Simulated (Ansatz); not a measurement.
# 128-atom supercell of rocksalt CaO

Wanted: energy, pressure and frontier levels of the defect-free cell (PBEsol, HSE06 and r²SCAN).

All numbers are computed with Ansatz 0.2.0 (PAW, plane waves).

**1. Starting point**

128 atoms (64 O, 64 Ca); a = 13.485 Å, b = 13.485 Å, c = 13.485 Å, α = 60.00°, β = 60.00°, γ = 60.00°.

Plan of the steps: (2) PBEsol cell relaxation at the single k point (½, ½, ½), on 1 × NVIDIA GB200 with 8 threads of Arm Neoverse-V2; (3) HSE06 single point at the Γ point alone, on 1 × NVIDIA GB200 with 8 threads of Arm Neoverse-V2; (4) r²SCAN single point at the Γ point alone, on 1 × NVIDIA GB200 with 8 threads of Arm Neoverse-V2.

**2. Relaxing cell and atoms with PBEsol**

Contents of in.yaml:

```yaml
crystal:
  lattice:
    - [0.000000, 9.535200, 9.535200]
    - [9.535200, 0.000000, 9.535200]
    - [9.535200, 9.535200, 0.000000]
  atoms:
    - { symbol: O, position: [0.375000, 0.125000, 0.125000] }
    - { symbol: O, position: [0.875000, 0.125000, 0.125000] }
    - { symbol: O, position: [0.125000, 0.375000, 0.375000] }
    - { symbol: O, position: [0.375000, 0.625000, 0.125000] }
    - { symbol: O, position: [0.375000, 0.125000, 0.625000] }
    - { symbol: O, position: [0.625000, 0.375000, 0.375000] }
    - { symbol: O, position: [0.875000, 0.625000, 0.125000] }
    - { symbol: O, position: [0.875000, 0.125000, 0.625000] }
    - { symbol: O, position: [0.125000, 0.875000, 0.375000] }
    - { symbol: O, position: [0.125000, 0.375000, 0.875000] }
    - { symbol: O, position: [0.375000, 0.625000, 0.625000] }
    - { symbol: O, position: [0.625000, 0.875000, 0.375000] }
    - { symbol: O, position: [0.625000, 0.375000, 0.875000] }
    - { symbol: O, position: [0.875000, 0.625000, 0.625000] }
    - { symbol: O, position: [0.125000, 0.875000, 0.875000] }
    - { symbol: O, position: [0.625000, 0.875000, 0.875000] }
    - { symbol: O, position: [0.125000, 0.375000, 0.125000] }
    - { symbol: O, position: [0.375000, 0.125000, 0.375000] }
    - { symbol: O, position: [0.625000, 0.375000, 0.125000] }
    - { symbol: O, position: [0.875000, 0.125000, 0.375000] }
    - { symbol: O, position: [0.125000, 0.875000, 0.125000] }
    - { symbol: O, position: [0.125000, 0.375000, 0.625000] }
    - { symbol: O, position: [0.375000, 0.625000, 0.375000] }
    - { symbol: O, position: [0.625000, 0.875000, 0.125000] }
    - { symbol: O, position: [0.375000, 0.125000, 0.875000] }
    - { symbol: O, position: [0.625000, 0.375000, 0.625000] }
    - { symbol: O, position: [0.875000, 0.625000, 0.375000] }
    - { symbol: O, position: [0.875000, 0.125000, 0.875000] }
    - { symbol: O, position: [0.125000, 0.875000, 0.625000] }
    - { symbol: O, position: [0.375000, 0.625000, 0.875000] }
    - { symbol: O, position: [0.625000, 0.875000, 0.625000] }
    - { symbol: O, position: [0.875000, 0.625000, 0.875000] }
    - { symbol: O, position: [0.125000, 0.125000, 0.375000] }
    - { symbol: O, position: [0.375000, 0.375000, 0.125000] }
    - { symbol: O, position: [0.625000, 0.125000, 0.375000] }
    - { symbol: O, position: [0.875000, 0.375000, 0.125000] }
    - { symbol: O, position: [0.125000, 0.625000, 0.375000] }
    - { symbol: O, position: [0.375000, 0.875000, 0.125000] }
    - { symbol: O, position: [0.125000, 0.125000, 0.875000] }
    - { symbol: O, position: [0.375000, 0.375000, 0.625000] }
    - { symbol: O, position: [0.625000, 0.625000, 0.375000] }
    - { symbol: O, position: [0.875000, 0.875000, 0.125000] }
    - { symbol: O, position: [0.625000, 0.125000, 0.875000] }
    - { symbol: O, position: [0.875000, 0.375000, 0.625000] }
    - { symbol: O, position: [0.125000, 0.625000, 0.875000] }
    - { symbol: O, position: [0.375000, 0.875000, 0.625000] }
    - { symbol: O, position: [0.625000, 0.625000, 0.875000] }
    - { symbol: O, position: [0.875000, 0.875000, 0.625000] }
    - { symbol: O, position: [0.125000, 0.125000, 0.125000] }
    - { symbol: O, position: [0.625000, 0.125000, 0.125000] }
    - { symbol: O, position: [0.125000, 0.625000, 0.125000] }
    - { symbol: O, position: [0.125000, 0.125000, 0.625000] }
    - { symbol: O, position: [0.375000, 0.375000, 0.375000] }
    - { symbol: O, position: [0.625000, 0.625000, 0.125000] }
    - { symbol: O, position: [0.625000, 0.125000, 0.625000] }
    - { symbol: O, position: [0.875000, 0.375000, 0.375000] }
    - { symbol: O, position: [0.125000, 0.625000, 0.625000] }
    - { symbol: O, position: [0.375000, 0.875000, 0.375000] }
    - { symbol: O, position: [0.375000, 0.375000, 0.875000] }
    - { symbol: O, position: [0.625000, 0.625000, 0.625000] }
    - { symbol: O, position: [0.875000, 0.875000, 0.375000] }
    - { symbol: O, position: [0.875000, 0.375000, 0.875000] }
    - { symbol: O, position: [0.375000, 0.875000, 0.875000] }
    - { symbol: O, position: [0.875000, 0.875000, 0.875000] }
    - { symbol: Ca, position: [0.000000, 0.000000, 0.000000] }
    - { symbol: Ca, position: [0.500000, 0.000000, 0.000000] }
    - { symbol: Ca, position: [0.000000, 0.500000, 0.000000] }
    - { symbol: Ca, position: [0.000000, 0.000000, 0.500000] }
    - { symbol: Ca, position: [0.250000, 0.250000, 0.250000] }
    - { symbol: Ca, position: [0.500000, 0.500000, 0.000000] }
    - { symbol: Ca, position: [0.500000, 0.000000, 0.500000] }
    - { symbol: Ca, position: [0.750000, 0.250000, 0.250000] }
    - { symbol: Ca, position: [0.000000, 0.500000, 0.500000] }
    - { symbol: Ca, position: [0.250000, 0.750000, 0.250000] }
    - { symbol: Ca, position: [0.250000, 0.250000, 0.750000] }
    - { symbol: Ca, position: [0.500000, 0.500000, 0.500000] }
    - { symbol: Ca, position: [0.750000, 0.750000, 0.250000] }
    - { symbol: Ca, position: [0.750000, 0.250000, 0.750000] }
    - { symbol: Ca, position: [0.250000, 0.750000, 0.750000] }
    - { symbol: Ca, position: [0.750000, 0.750000, 0.750000] }
    - { symbol: Ca, position: [0.000000, 0.000000, 0.250000] }
    - { symbol: Ca, position: [0.250000, 0.250000, 0.000000] }
    - { symbol: Ca, position: [0.500000, 0.000000, 0.250000] }
    - { symbol: Ca, position: [0.750000, 0.250000, 0.000000] }
    - { symbol: Ca, position: [0.000000, 0.500000, 0.250000] }
    - { symbol: Ca, position: [0.250000, 0.750000, 0.000000] }
    - { symbol: Ca, position: [0.000000, 0.000000, 0.750000] }
    - { symbol: Ca, position: [0.250000, 0.250000, 0.500000] }
    - { symbol: Ca, position: [0.500000, 0.500000, 0.250000] }
    - { symbol: Ca, position: [0.750000, 0.750000, 0.000000] }
    - { symbol: Ca, position: [0.500000, 0.000000, 0.750000] }
    - { symbol: Ca, position: [0.750000, 0.250000, 0.500000] }
    - { symbol: Ca, position: [0.000000, 0.500000, 0.750000] }
    - { symbol: Ca, position: [0.250000, 0.750000, 0.500000] }
    - { symbol: Ca, position: [0.500000, 0.500000, 0.750000] }
    - { symbol: Ca, position: [0.750000, 0.750000, 0.500000] }
    - { symbol: Ca, position: [0.000000, 0.250000, 0.000000] }
    - { symbol: Ca, position: [0.250000, 0.000000, 0.250000] }
    - { symbol: Ca, position: [0.500000, 0.250000, 0.000000] }
    - { symbol: Ca, position: [0.750000, 0.000000, 0.250000] }
    - { symbol: Ca, position: [0.000000, 0.750000, 0.000000] }
    - { symbol: Ca, position: [0.000000, 0.250000, 0.500000] }
    - { symbol: Ca, position: [0.250000, 0.500000, 0.250000] }
    - { symbol: Ca, position: [0.500000, 0.750000, 0.000000] }
    - { symbol: Ca, position: [0.250000, 0.000000, 0.750000] }
    - { symbol: Ca, position: [0.500000, 0.250000, 0.500000] }
    - { symbol: Ca, position: [0.750000, 0.500000, 0.250000] }
    - { symbol: Ca, position: [0.750000, 0.000000, 0.750000] }
    - { symbol: Ca, position: [0.000000, 0.750000, 0.500000] }
    - { symbol: Ca, position: [0.250000, 0.500000, 0.750000] }
    - { symbol: Ca, position: [0.500000, 0.750000, 0.500000] }
    - { symbol: Ca, position: [0.750000, 0.500000, 0.750000] }
    - { symbol: Ca, position: [0.250000, 0.000000, 0.000000] }
    - { symbol: Ca, position: [0.750000, 0.000000, 0.000000] }
    - { symbol: Ca, position: [0.000000, 0.250000, 0.250000] }
    - { symbol: Ca, position: [0.250000, 0.500000, 0.000000] }
    - { symbol: Ca, position: [0.250000, 0.000000, 0.500000] }
    - { symbol: Ca, position: [0.500000, 0.250000, 0.250000] }
    - { symbol: Ca, position: [0.750000, 0.500000, 0.000000] }
    - { symbol: Ca, position: [0.750000, 0.000000, 0.500000] }
    - { symbol: Ca, position: [0.000000, 0.750000, 0.250000] }
    - { symbol: Ca, position: [0.000000, 0.250000, 0.750000] }
    - { symbol: Ca, position: [0.250000, 0.500000, 0.500000] }
    - { symbol: Ca, position: [0.500000, 0.750000, 0.250000] }
    - { symbol: Ca, position: [0.500000, 0.250000, 0.750000] }
    - { symbol: Ca, position: [0.750000, 0.500000, 0.500000] }
    - { symbol: Ca, position: [0.000000, 0.750000, 0.750000] }
    - { symbol: Ca, position: [0.500000, 0.750000, 0.750000] }
kpoints:
  mp_grid: { grid: [1, 1, 1], shift: [0.5, 0.5, 0.5] }
hamiltonian:
  xc: pbesol
scf:
  occupations: { method: fermi_dirac, width: 0.01 }
relax:
  f_tol: 0.03
  max_steps: 80
  escape_saddle: false
  adjacent_minimum: "off"
  cell: { fix: [shape] }
output:
  forces: true
  eigenvalues: true
  populations: true
```

Started as:

```sh
> ansatz run in.yaml --threads 8 --pin off --max-ram 118750MiB --runs-dir r --events-out ev --progress --plain --backend cuda --devices 0, --max-vram 170GiB
```

After this run come: HSE06 single point; Single point with r²SCAN.

**Question.** What will these runs give? Wanted: for each run, top filled to lowest empty; energy; pressure.

As calculated:

```
             level         time   k points  top filled to lowest empty (eV)  energy (eV/atom)  pressure (GPa)
PBEsol, relaxation    3 s (GPU)  (½, ½, ½)                             4.29        -1179.0527           -0.04
             HSE06   60 s (GPU)          Γ                             5.31        -1194.1502               -
            r²SCAN  6.1 s (GPU)          Γ                             4.19        -1197.0440               -
```

```
     quantity                                                                         value
   relaxation                                              2 recorded steps, 0.00 eV gained
largest shift                                                                        0.00 Å
 relaxed cell  a = 13.485 Å, b = 13.485 Å, c = 13.485 Å, α = 60.00°, β = 60.00°, γ = 60.00°
```

The atoms kept their fractional positions, and energy and volume hardly changed. At the same k points, r²SCAN gives a spacing 1.12 eV smaller than the 5.31 eV of HSE06. Rows on different k points differ by sampling as well as by level. Exact exchange costs time: HSE06 ran about 9.9 times as long as r²SCAN on the same kind of device. With one k point the spacing samples only the states that fold onto it, so it can exceed the gap over the zone.
